Kohn-Sham core levels of fcc platinum relative to the Fermi energy, computed with exciting sodium using the revPBE functional and an all-electron LAPW+lo basis. The calculation has no spin polarisation, a 12×12×12 k-mesh and Fermi-Dirac smearing of 0.05 eV; spin-orbit coupling is included for the core levels but not for the valence bands.

| row | core level (eV) | core element | core shell |
| --- | --- | --- | --- |
| 1 | -78314.9 | Pt | 1s1/2 |
| 2 | -13745.1 | Pt | 2s1/2 |
| 3 | -13171.1 | Pt | 2p1/2 |
| 4 | -11441.9 | Pt | 2p3/2 |
| 5 | -3226.3 | Pt | 3s1/2 |
| 6 | -2969.3 | Pt | 3p1/2 |
| 7 | -2589.1 | Pt | 3p3/2 |
| 8 | -2162.3 | Pt | 3d3/2 |
| 9 | -2080.4 | Pt | 3d5/2 |
| 10 | -691.1 | Pt | 4s1/2 |
| 11 | -582.1 | Pt | 4p1/2 |
| 12 | -491.6 | Pt | 4p3/2 |
| 13 | -313.4 | Pt | 4d3/2 |
| 14 | -296.6 | Pt | 4d5/2 |
| 15 | -98.5 | Pt | 5s1/2 |

Each row gives the energy of one core level of platinum, counted from the Fermi energy. In a label such as 2p3/2, the first figure is the shell number $n$, the letter gives the orbital angular momentum $l$ (s, p, d for 0, 1, 2), and the fraction is the total angular momentum $j$, with the spin included. The levels climb steadily from 1s to 5s, but the steps between them are very uneven. In the second shell the step from 2p1/2 to 2p3/2 is 1729 eV, three times the step from 2s to 2p1/2. In the fourth shell the order is turned round, with 90.5 eV for the first kind of step and 109 eV for the second.

### Two limiting cases

Take first a single electron around a bare point nucleus. The Dirac equation then gives an energy that depends on $n$ and $j$ but not on $l$, so 2s and 2p1/2 coincide. The 574 eV between them in the table must therefore come from the other electrons; call this a screening gap. The step from 2p1/2 to 2p3/2 is of another kind, the spin-orbit splitting. The bare nucleus already produces it, at 2111 eV, and the other electrons only weaken it.

Now add a hollow sphere of electrons well outside the orbital. Inside such a sphere the potential is constant, so every level in there is raised by the same amount, but no force acts. Spin-orbit splitting needs a force, because it comes from the electric field through which the electron moves. The position of a level thus responds to all the electrons, while its splitting responds mainly to the nucleus and to the charge further in. The calculation can show this because it treats the core with the full Dirac equation; spin-orbit coupling is left out only for the valence bands.

The distinction matters when the table is compared with photoemission. It holds eigenvalues, not binding energies. The electrons have not responded to the hole that the experiment leaves behind, which by itself would make a level too deep. The semilocal functional also lets each electron repel itself in part, which pushes the level up. For core levels the second error is usually the larger, so they are expected to come out too shallow. Most of that error is common to both members of a pair, so the calculated distance of 16.8 eV between the two 4d lines is a better guide than either position.

### One effective charge is not enough

A familiar shortcut replaces the nucleus and all the other electrons by one reduced nuclear charge. For a charge $Z$ the Dirac energy is

$$E = mc^2\left\{\left[1+\left(\frac{Z\alpha}{n-k+\sqrt{k^2-Z^2\alpha^2}}\right)^2\right]^{-1/2}-1\right\},\qquad k=j+\tfrac12 ,$$

where $mc^2$ is the rest energy of the electron and $\alpha$ the fine-structure constant. One can ask which $Z$ reproduces the position of 2p3/2, and which reproduces the 2p splitting. The answers are 57.7 and 74.6, against a true nuclear charge of 78. The position carries the mark of the outer electrons, and the splitting hardly does.

If the charge taken from the position is used to predict the splitting, the 2p result is too small by a factor of 3 and the 4d result by a factor of about 70. The bare nucleus errs the other way and makes the 4d splitting more than four times too large. The truth lies between the two, and neither picture tells where.

### How often the electron comes back

The splitting is earned close to the nucleus, where the field is strongest. An electron in an outer shell falls through that region as fast as one in an inner shell, because its speed there is set by the deep potential and hardly by its own small binding energy. It differs in how seldom it returns. An outer level therefore has a small splitting mainly because its visits are rare, and only in part because the nucleus is screened during a visit.

The level energies themselves reveal how often the electron returns. In the semiclassical picture, the spacing $S$ between levels of successive $n$, with the same $l$ and $j$, equals Planck's constant divided by the time of one round trip. If each visit contributes about as much as it would near the bare nucleus, the splitting $\Delta$ is proportional to the number of visits per second, and

$$\frac{\Delta}{\Delta_\text{bare}}\approx\frac{S}{S_\text{bare}} .$$

As an example, take 3p and 4p. The table puts 3p3/2 and 4p3/2 at 2589.1 and 491.6 eV below the Fermi energy, which is 27.38 % and 9.257 % of their depths around a bare nucleus. Hence

$$S = 2589.1-491.6 = 2097.5\ \text{eV},\qquad S_\text{bare}=\frac{2589.1}{0.2738}-\frac{491.6}{0.09257}\approx 4146\ \text{eV},$$

and the ratio is 0.506. Since the spacing spans two levels, it is compared with the geometric mean of their two splittings. For the bare nucleus this mean is $\sqrt{629\times263.2}\approx 407$ eV, so the estimate is $0.506\times407\approx206$ eV. The table gives $\sqrt{380.2\times90.5}\approx185$ eV.

The estimate is thus 11 % above the computed value. It contains no adjustable constant. The other two pairs are in the printout below. For 2p and 3p the excess is 8 %, but for 3d and 4d it grows to 36 %. That is the direction in which the assumption should fail: the centrifugal force keeps a d electron further out, where inner electrons already hide part of the nucleus during each visit.

### Why the order turns round

The same view explains why the two kinds of step change places. Measure both against the distance from the s level of the same shell to the next s level, which serves as a measure of how often an electron returns. This distance is $13745.1-3226.3\approx10519$ eV for the second shell, $3226.3-691.1\approx2535$ eV for the third and $691.1-98.5\approx593$ eV for the fourth. The spin-orbit splitting of the p level takes 16, 15 and 15 % of it, which is almost a fixed share. The screening gap between s and p1/2 takes 5, 10 and 18 %. Its share keeps growing, and in the fourth shell it overtakes that of the splitting.

Theory supplies the reason. The spin-orbit effect is collected on one short stretch near the nucleus, which p electrons of all shells cross in much the same way. The screening effect is collected along the whole path through the electron cloud, where an s electron dips deeper than a p electron and so feels more of the nucleus. A larger orbit crosses more filled shells, and the difference between s and p adds up over a longer way. From the second shell to the fourth, the p splitting therefore falls by a factor of 19, but the gap between s and p1/2 only by a factor of 5.

### The d levels and 5s

The d levels carry the argument one step further. The levels 3p3/2 and 3d3/2 share $n$ and $j$, so their distance of 427 eV is again a screening gap, and it is larger than the 257 eV between 3s and 3p1/2. The centrifugal force grows as $l(l+1)$, so the change from p to d moves the point of closest approach to the nucleus outward more than the change from s to p does. The splitting of 3d, in contrast, is only 82 eV. Most of its reduction relative to 3p is present already for the bare nucleus, because an electron that stays away from the centre misses the strongest field.

The last row shows where this leads. The second shell is a compact group: its levels spread over $13745.1-11441.9\approx2303$ eV, and the next shell begins 8216 eV higher. In the fourth shell the s, p and d levels alone spread over $691.1-296.6=394.5$ eV, yet 5s lies only 198 eV above the last of them. The 4f level is missing from the table because the calculation counts it among the valence states; photoemission finds it even above 5s, so the two shells overlap. Screening has raised 4d far above 4s, while 5s, which dips through the inner shells to the nucleus, is held down. Near the nucleus the shell number alone nearly settles the order of the levels; further out, the ability to penetrate counts for as much.

Printed output of the fit:

```
Gaps and effective charges (0 where no spin-orbit pair ends):
  row  gap to previous level in eV  same gap for bare nucleus in eV  level in % of bare level  charge from level  splitting over that from level charge  charge from splitting  splitting in % of bare splitting  splitting over screening gap before it
    1                          n/a                              n/a                      86.2               72.9                                      0                      0                                 0                                       0
    2                        64570                            67612                     59.14              61.44                                      0                      0                                 0                                       0
    3                          574                                0                     56.67              60.23                                      0                      0                                 0                                       0
    4                         1729                             2111                     54.15              57.67                                  3.066                  74.61                             81.92                                   3.013
    5                         8216                            11045                     31.99              45.54                                      0                      0                                 0                                       0
    6                          257                                0                     29.44              43.74                                      0                      0                                 0                                       0
    7                        380.2                              629                     27.38              41.23                                  9.235                  69.68                             60.45                                   1.479
    8                        426.8                                0                     22.86               37.7                                      0                      0                                 0                                       0
    9                         81.9                            175.4                     22.41              37.06                                  9.586                  64.77                             46.69                                  0.1919
   10                         1389                             3708                      12.4              28.38                                      0                      0                                 0                                       0
   11                          109                                0                     10.44              26.07                                      0                      0                                 0                                       0
   12                         90.5                            263.2                     9.257              24.02                                  47.15                  61.15                             34.39                                  0.8303
   13                        178.2                                0                     5.902              19.18                                      0                      0                                 0                                       0
   14                         16.8                            74.52                     5.665              18.67                                  73.02                  54.21                             22.55                                 0.09428
   15                        198.1                             1713                     2.796              13.44                                      0                      0                                 0                                       0
Spacing 2p3/2 to 3p3/2 in % of bare spacing: 75.83
Splitting in % of bare, geometric mean of 2p and 3p: 70.37
Spacing 3p3/2 to 4p3/2 in % of bare spacing: 50.58
Splitting in % of bare, geometric mean of 3p and 4p: 45.59
Spacing 3d5/2 to 4d5/2 in % of bare spacing: 44.09
Splitting in % of bare, geometric mean of 3d and 4d: 32.44
Factor by which the p spin-orbit splitting falls from n 2 to n 4: 19.11
Factor by which the s to p1/2 gap falls from n 2 to n 4: 5.266
```
